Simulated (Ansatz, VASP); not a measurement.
AlN: VASP beside Ansatz

```
Al N
1.0
     0.00000    1.95127    1.95127
     1.95127    0.00000    1.95127
     1.95127    1.95127    0.00000
Al N
1 1
Direct
  0.00000 0.00000 0.00000
  0.50000 0.50000 0.50000
```

Change from the starting cell: functional r2scan, volume scaled by 0.96, PAW files.

Alike in both runs: task electric field gradients; functional r2SCAN; k mesh 12 × 12 × 12; occupations fermi-dirac, width 0.01 eV; no spin polarisation.

|  | VASP | Ansatz |
| --- | --- | --- |
| version | VASP 6.6.1 | Ansatz 0.2.0 |
| potentials or method | VASP PAW PBE potentials, release 64 (Al, N) | PAW with Ansatz's default frozen-core files, scalar-relativistic |
| plane-wave cutoff (eV) | 520 | 500 |
| valence electrons in the cell | 8 | 8 |

|  | VASP | Ansatz | Ansatz less VASP |
| --- | --- | --- | --- |
| gap on the k mesh at the Fermi level (eV) | 5.78 | 5.82 | +0.037 |
| pressure (GPa) | 33.5 | 34.4 | +0.87 |
| Vzz of the field gradient on the site that differs most (V/Å²) | 0.0 | 0.0 | 0.00 |

Caveats: so large a pressure means that the cell lies far from this level's equilibrium, or that cutoff or potentials fall short (VASP); the potentials were made for another functional, which shifts forces and pressure (VASP). A k mesh can miss the band edges.
